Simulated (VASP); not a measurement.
Here is a VASP 6.6.1 calculation.

Contents of INCAR:

```
SYSTEM = Bi
ALGO = Normal
EDIFF = 1E-6
ENCUT = 520
GGA = PE
ISIF = 2
ISMEAR = 0
LASPH = .True.
LCHARG = .False.
LREAL = .False.
LWAVE = .False.
NBANDS = 14
NELM = 100
PREC = Accurate
SIGMA = 0.1
```

Contents of KPOINTS:

```
k-points
0
Gamma
  16 16 16
  0 0 0
```

File POSCAR:

```
Bi
1.0
    3.2743133093      0.0000000000      0.0000000000
    0.0000000000      3.2743133093      0.0000000000
    0.0000000000      0.0000000000      3.2743133093
Bi
1
Direct
    0.5000000000      0.5000000000      0.5000000000
```

Potentials or basis: VASP PAW PBE potentials, release 64 (Bi_d).

Command:

```console
$ cat potpaw_PBE.64/Bi_d/POTCAR > POTCAR
$ mpirun -np 1 vasp_std > vasp.out
```

(1) What does it give for the band gap on the k mesh?

(2) Predict the pressure.

## Answers

(1) none (metal or under the smearing width).

(2) 0.0 GPa.

Caveat: spin-orbit coupling is left out, which moves the levels of the heavy elements.
